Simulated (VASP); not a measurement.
# KCl (Fm-3m) in VASP: further runs, part 3 of 3

VASP 6.6.1. Earlier steps stand in the parts before.

## Step 5: Electric field gradients, PBEsol (31.12 Å³/atom)

This run uses another cell than the first one, of 31.12 Å³/atom.

File INCAR:

```
PREC     = Accurate       # precision mode
ENCUT    = 520            # plane-wave cutoff, eV
EDIFF    = 1E-8           # SCF threshold, eV
ISMEAR   = -1             # smearing method
SIGMA    = 0.03           # smearing width, eV
LREAL    = False          # projectors in reciprocal space
LASPH    = True           # aspherical terms in the spheres
NELM     = 80             # most SCF steps
ALGO     = Normal         # electronic algorithm
ISIF     = 2              # what is computed and relaxed
LWAVE    = False          # write WAVECAR
LCHARG   = False          # write CHGCAR
GGA      = PS             # functional
LEFG     = True         
NBANDS   = 15             # bands
```

File KPOINTS:

```
Automatic mesh
0
Gamma
  7 7 7
```

File POSCAR:

```
KCl
1.0
    0.0000000000      3.1455444028      3.1455444028
    3.1455444028      0.0000000000      3.1455444028
    3.1455444028      3.1455444028      0.0000000000
K Cl
1 1
Direct
    0.0000000000      0.0000000000      0.0000000000
    0.5000000000      0.5000000000      0.5000000000
```

Potentials or basis: VASP PAW PBE potentials, release 64 (K_sv, Cl).

On the command line:

```sh
cat potpaw_PBE.64/K_sv/POTCAR potpaw_PBE.64/Cl/POTCAR > POTCAR
mpirun -np 1 vasp_std > vasp.out
```

OUTCAR:

```text
PREC = Accurate
   ENCUT = 520
   EDIFF = 1E-8
   ISMEAR = -1
   LREAL = False
   LASPH = True
   NELM = 80
   ISIF = 2
   GGA = PS

 ion  position               nearest neighbor table
   1  0.000  0.000  0.000-   2 3.15   2 3.15   2 3.15   2 3.15   2 3.15   2 3.15
   2  0.500  0.500  0.500-   1 3.15   1 3.15   1 3.15   1 3.15   1 3.15   1 3.15

  LATTYP: Found a face centered cubic cell.
 ALAT       =     6.2910888056

  Lattice vectors:

 A1 = (   0.0000000000,   3.1455444028,   3.1455444028)
 A2 = (   3.1455444028,   0.0000000000,   3.1455444028)
 A3 = (   3.1455444028,   3.1455444028,   0.0000000000)

Analysis of symmetry for initial positions (statically):
=====================================================================
 Subroutine PRICEL returns:
 Original cell was already a primitive cell.

 Routine SETGRP: Setting up the symmetry group for a
 face centered cubic supercell.

[... 541 lines left out ...]
  volume of cell :       62.25
      direct lattice vectors                 reciprocal lattice vectors
     0.000000000  3.145544403  3.145544403    -0.158954997  0.158954997  0.158954997
     3.145544403  0.000000000  3.145544403     0.158954997 -0.158954997  0.158954997
     3.145544403  3.145544403  0.000000000     0.158954997  0.158954997 -0.158954997

 POSITION                                       TOTAL-FORCE (eV/Angst)
 -----------------------------------------------------------------------------------
      0.00000      0.00000      0.00000         0.000000     -0.000000      0.000000
      3.14554      3.14554      3.14554        -0.000000      0.000000     -0.000000
 -----------------------------------------------------------------------------------
    total drift:                                0.000000      0.000000      0.000000

  FREE ENERGIE OF THE ION-ELECTRON SYSTEM (eV)
  ---------------------------------------------------
  free  energy   TOTEN  =        -7.0221608160 eV

  energy  without entropy=       -7.0221608160  energy(sigma->0) =       -7.02216082

 Electric field gradients (V/A^2)
---------------------------------------------------------------------
 ion       V_xx      V_yy      V_zz      V_xy      V_xz      V_yz
---------------------------------------------------------------------
   1      -0.000     0.000     0.000    -0.000    -0.000    -0.000
   2       0.000    -0.000    -0.000     0.000     0.000     0.000
---------------------------------------------------------------------

 Electric field gradients after diagonalization (V/A^2)
 (convention: |V_zz| > |V_xx| > |V_yy|)
----------------------------------------------------------------------
 ion       V_xx      V_yy      V_zz     asymmetry (V_yy - V_xx)/ V_zz
----------------------------------------------------------------------
   1       0.000     0.000    -0.000       0.000
   2      -0.000    -0.000     0.000       0.000
----------------------------------------------------------------------

           NMR quadrupolar parameters

 Cq : quadrupolar parameter    Cq=e*Q*V_zz/h
 eta: asymmetry parameters     (V_yy - V_xx)/ V_zz
 Q  : nuclear electric quadrupole moment in mb (millibarn)
----------------------------------------------------------------------
 ion       Cq(MHz)       eta       Q (mb)
----------------------------------------------------------------------
   1      -0.000       0.000       1.000
   2       0.000       0.000       1.000
----------------------------------------------------------------------
```

OSZICAR:

```text
N       E                     dE             d eps       ncg     rms          rms(c)
DAV:   1     0.994536372789E+02    0.99454E+02   -0.70655E+03   600   0.959E+02
DAV:   2    -0.919240207829E+00   -0.10037E+03   -0.91299E+02   761   0.234E+02
DAV:   3    -0.702513236097E+01   -0.61059E+01   -0.60694E+01   817   0.509E+01
DAV:   4    -0.726952861534E+01   -0.24440E+00   -0.24432E+00   902   0.932E+00
DAV:   5    -0.727129883464E+01   -0.17702E-02   -0.17702E-02   838   0.904E-01    0.322E+00
DAV:   6    -0.702479853595E+01    0.24650E+00   -0.34901E-01   761   0.316E+00    0.264E+00
DAV:   7    -0.701109285063E+01    0.13706E-01   -0.79130E-02   831   0.168E+00    0.152E+00
DAV:   8    -0.702109294460E+01   -0.10000E-01   -0.14771E-02   807   0.900E-01    0.198E-01
DAV:   9    -0.702158556214E+01   -0.49262E-03   -0.71649E-04   782   0.169E-01    0.933E-02
DAV:  10    -0.702215063496E+01   -0.56507E-03   -0.56544E-04   635   0.146E-01    0.217E-02
DAV:  11    -0.702215822018E+01   -0.75852E-05   -0.21945E-05   847   0.283E-02    0.161E-02
DAV:  12    -0.702216079497E+01   -0.25748E-05   -0.73685E-06   684   0.147E-02    0.614E-03
DAV:  13    -0.702216081670E+01   -0.21729E-07   -0.71311E-07   670   0.546E-03    0.515E-04
DAV:  14    -0.702216081600E+01    0.69713E-09   -0.54560E-08   782   0.147E-03
   1 F= -.70221608E+01 E0= -.70221608E+01  d E =-.477663E-11
```

It took 25 s on 1 thread of Intel Xeon Platinum 8259CL at 2.50GHz (Skylake/Cascade Lake), shared host; peak memory 0.2 GiB.

What came out:

```yaml
Free_energy: -7.0222 eV
Pressure: -0.4 GPa
Band_gap_on_the_k_mesh: 5.03 eV
Largest_electric_field_gradient_by_atom: under 0.05 V/Å² on every atom
```

Levels at points of the mesh, in eV from the valence-band top:
```
           k point  band 4  band 5  band 6  band 7  band 8  band 9  band 10  band 11  band 12  band 13
(0.00, 0.00, 0.00)  -10.57  -10.57    0.00    0.00    0.00    5.03     8.30     8.30     8.30     9.18
```

Caveat: the PAW data sets were made with another functional, which shifts forces and pressure a little; an odd mesh through Γ misses points on the zone boundary, where band edges can lie.

## Step 6: Electric field gradients, PBEsol (31.12 Å³/atom)

This run uses another cell than the first one, of 31.12 Å³/atom.

File INCAR:

```
SYSTEM = KCl
ALGO     = Normal         ! electronic algorithm
EDIFF    = 1E-8           ! SCF threshold, eV
ENCUT    = 520            ! plane-wave cutoff, eV
GGA      = PS             ! functional
ISIF     = 2              ! what is computed and relaxed
ISMEAR   = -1             ! smearing method
LASPH    = .TRUE.         ! aspherical terms in the spheres
LCHARG   = .FALSE.        ! write CHGCAR
LEFG     = .TRUE.       
LREAL    = .FALSE.        ! projectors in reciprocal space
LWAVE    = .FALSE.        ! write WAVECAR
NBANDS   = 15             ! bands
NELM     = 80             ! most SCF steps
PREC     = Accurate       ! precision mode
SIGMA    = 0.03           ! smearing width, eV
```

File KPOINTS:

```
k-points
0
G
  7 7 7
  0 0 0
```

POSCAR is that of step 5.

Potentials or basis: VASP PAW PBE potentials, release 64 (K_sv, Cl).

On the command line:

```sh
cat potpaw_PBE.64/K_sv/POTCAR potpaw_PBE.64/Cl/POTCAR > POTCAR
mpirun -np 1 vasp_std > vasp.out
```

OUTCAR:

```text
SYSTEM = KCl
   EDIFF = 1E-8
   ENCUT = 520
   GGA = PS
   ISIF = 2
   ISMEAR = -1
   LASPH = .TRUE.
   LREAL = .FALSE.
   NELM = 80
   PREC = Accurate

 ion  position               nearest neighbor table
   1  0.000  0.000  0.000-   2 3.15   2 3.15   2 3.15   2 3.15   2 3.15   2 3.15
   2  0.500  0.500  0.500-   1 3.15   1 3.15   1 3.15   1 3.15   1 3.15   1 3.15

  LATTYP: Found a face centered cubic cell.
 ALAT       =     6.2910888056

  Lattice vectors:

 A1 = (   0.0000000000,   3.1455444028,   3.1455444028)
 A2 = (   3.1455444028,   0.0000000000,   3.1455444028)
 A3 = (   3.1455444028,   3.1455444028,   0.0000000000)

Analysis of symmetry for initial positions (statically):
=====================================================================
 Subroutine PRICEL returns:
 Original cell was already a primitive cell.

 Routine SETGRP: Setting up the symmetry group for a
 face centered cubic supercell.

[... 542 lines left out ...]
      direct lattice vectors                 reciprocal lattice vectors
     0.000000000  3.145544403  3.145544403    -0.158954997  0.158954997  0.158954997
     3.145544403  0.000000000  3.145544403     0.158954997 -0.158954997  0.158954997
     3.145544403  3.145544403  0.000000000     0.158954997  0.158954997 -0.158954997

 POSITION                                       TOTAL-FORCE (eV/Angst)
 -----------------------------------------------------------------------------------
      0.00000      0.00000      0.00000         0.000000     -0.000000      0.000000
      3.14554      3.14554      3.14554        -0.000000      0.000000     -0.000000
 -----------------------------------------------------------------------------------
    total drift:                                0.000000      0.000000      0.000000

  FREE ENERGIE OF THE ION-ELECTRON SYSTEM (eV)
  ---------------------------------------------------
  free  energy   TOTEN  =        -7.0221608160 eV

  energy  without entropy=       -7.0221608160  energy(sigma->0) =       -7.02216082

 Electric field gradients (V/A^2)
---------------------------------------------------------------------
 ion       V_xx      V_yy      V_zz      V_xy      V_xz      V_yz
---------------------------------------------------------------------
   1      -0.000     0.000     0.000    -0.000    -0.000    -0.000
   2       0.000    -0.000    -0.000     0.000     0.000     0.000
---------------------------------------------------------------------

 Electric field gradients after diagonalization (V/A^2)
 (convention: |V_zz| > |V_xx| > |V_yy|)
----------------------------------------------------------------------
 ion       V_xx      V_yy      V_zz     asymmetry (V_yy - V_xx)/ V_zz
----------------------------------------------------------------------
   1       0.000     0.000    -0.000       0.000
   2      -0.000    -0.000     0.000       0.000
----------------------------------------------------------------------

           NMR quadrupolar parameters

 Cq : quadrupolar parameter    Cq=e*Q*V_zz/h
 eta: asymmetry parameters     (V_yy - V_xx)/ V_zz
 Q  : nuclear electric quadrupole moment in mb (millibarn)
----------------------------------------------------------------------
 ion       Cq(MHz)       eta       Q (mb)
----------------------------------------------------------------------
   1      -0.000       0.000       1.000
   2       0.000       0.000       1.000
----------------------------------------------------------------------
```

OSZICAR:

```text
N       E                     dE             d eps       ncg     rms          rms(c)
DAV:   1     0.994536372789E+02    0.99454E+02   -0.70655E+03   600   0.959E+02
DAV:   2    -0.919240207829E+00   -0.10037E+03   -0.91299E+02   761   0.234E+02
DAV:   3    -0.702513236097E+01   -0.61059E+01   -0.60694E+01   817   0.509E+01
DAV:   4    -0.726952861534E+01   -0.24440E+00   -0.24432E+00   902   0.932E+00
DAV:   5    -0.727129883464E+01   -0.17702E-02   -0.17702E-02   838   0.904E-01    0.322E+00
DAV:   6    -0.702479853595E+01    0.24650E+00   -0.34901E-01   761   0.316E+00    0.264E+00
DAV:   7    -0.701109285063E+01    0.13706E-01   -0.79130E-02   831   0.168E+00    0.152E+00
DAV:   8    -0.702109294460E+01   -0.10000E-01   -0.14771E-02   807   0.900E-01    0.198E-01
DAV:   9    -0.702158556214E+01   -0.49262E-03   -0.71649E-04   782   0.169E-01    0.933E-02
DAV:  10    -0.702215063496E+01   -0.56507E-03   -0.56544E-04   635   0.146E-01    0.217E-02
DAV:  11    -0.702215822018E+01   -0.75852E-05   -0.21945E-05   847   0.283E-02    0.161E-02
DAV:  12    -0.702216079497E+01   -0.25748E-05   -0.73685E-06   684   0.147E-02    0.614E-03
DAV:  13    -0.702216081670E+01   -0.21729E-07   -0.71311E-07   670   0.546E-03    0.515E-04
DAV:  14    -0.702216081600E+01    0.69713E-09   -0.54560E-08   782   0.147E-03
   1 F= -.70221608E+01 E0= -.70221608E+01  d E =-.477663E-11
```

Wall time 24 s (1 thread of Intel Xeon Platinum 8259CL at 2.50GHz (Skylake/Cascade Lake), shared host); peak memory 0.2 GiB.

Results:

| Property | Result |
| --- | --- |
| Free energy | -7.0222 eV |
| Pressure | -0.4 GPa |
| Band gap on the k mesh | 5.03 eV |
| Largest electric field gradient by atom | under 0.05 V/Å² on every atom |

Caveat: the PAW data sets were made with another functional, which shifts forces and pressure a little; an odd mesh through Γ misses points on the zone boundary, where band edges can lie.

## Step 7: The runs side by side

```csv
cell,gap on the mesh (eV),pressure (GPa)
"a = 4.372 Å, angles 60.0°, 2 atoms",5.19,0.6
"a = 4.463 Å, angles 60.0°, 2 atoms",4.99,-0.5
"a = 4.448 Å, angles 60.0°, 2 atoms",5.03,-0.4
```

Alike in all rows: task electric field gradients; level PBEsol; potentials or basis VASP PAW PBE potentials, release 64 (K_sv, Cl); no spin polarisation; k mesh 7 × 7 × 7; cutoff (eV) 520; smearing fermi-dirac 0.03 eV.

Caveats: the PAW data sets were made with another functional, which shifts forces and pressure a little; an odd mesh through Γ misses points on the zone boundary, where band edges can lie (at least some runs).

Absolute energies hang on the potentials; compare differences alone.

## Step 8: Against experiment

Step 3. Measured gap of KCl: 8.68 eV (a printed reference work, monograph). This calculation gives 4.99 eV (-3.69 eV). The value is that of PBEsol on a finite k mesh, which can miss the band edges, without temperature or zero-point motion. Semilocal functionals fall short of measured gaps as a rule.

Step 4. Measured gap of KCl: 8.68 eV (a printed reference work, monograph). This calculation gives 4.99 eV (-3.69 eV). The value is that of PBEsol on a finite k mesh, which can miss the band edges, without temperature or zero-point motion. Semilocal functionals fall short of measured gaps as a rule.
